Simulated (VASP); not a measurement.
Wanted: the native input for a VASP 6.6.1 run.

```yaml
Task: relaxation of cell and atoms
Functional: LDA
Potentials_or_basis: VASP PAW LDA potentials, release 64 (Zr_sv, N)
Cutoff: 600 eV
k_mesh: 14 × 14 × 14
Occupations: methfessel-paxton, width 0.1 eV
Spin: no spin polarisation
Further_INCAR_settings: ALGO = Normal; EDIFF = 1e-06; IBRION = 2; EDIFFG = -0.01; NSW = 90; ISIF = 3
```

The structure of ZrN lies in POSCAR:

```
ZrN
1.0
    0.0000000000      2.3000000000      2.3000000000
    2.3000000000      0.0000000000      2.3000000000
    2.3000000000      2.3000000000      0.0000000000
Zr N
1 1
Direct
    0.5000000000      0.5000000000      0.5000000000
    0.0000000000      0.0000000000      0.0000000000
```

One way to write it, as run:

INCAR

```
SYSTEM = ZrN
ALGO = Normal
EDIFF = 1E-6
EDIFFG = -0.01
ENCUT = 600
GGA = CA
IBRION = 2
ISIF = 3
ISMEAR = 1
LASPH = .TRUE.
LCHARG = .FALSE.
LREAL = .FALSE.
LWAVE = .FALSE.
NELM = 80
NSW = 90
PREC = Accurate
SIGMA = 0.1
```

KPOINTS

```
k-points
0
G
  14 14 14
  0 0 0
```

Potentials or basis: VASP PAW LDA potentials, release 64 (Zr_sv, N).

Run with:

```console
$ cat potpaw_LDA.64/Zr_sv/POTCAR potpaw_LDA.64/N/POTCAR > POTCAR
$ mpirun -np 1 vasp_std > vasp.out
```

It gave:

```yaml
Relaxed_volume: 11.61 Å³/atom
Relaxed_cell: a = 3.202 Å, b = 3.202 Å, c = 3.202 Å, α = 60.00°, β = 60.00°, γ = 60.00°
Space_group_after_relaxing_to_0.05_Å: Fm-3m (No. 225)
Energy_gained_by_relaxing: 21.8 meV/atom
Ionic_steps: 4
Pressure_after_relaxing: 0.0 GPa
Band_gap_on_the_k_mesh: none (metal or under the smearing width)
```

Run time: 47 s on 1 thread of Intel(R) Xeon(R) 6975P-C (Granite Rapids), with other jobs on the host, peak memory 0.18 GiB.
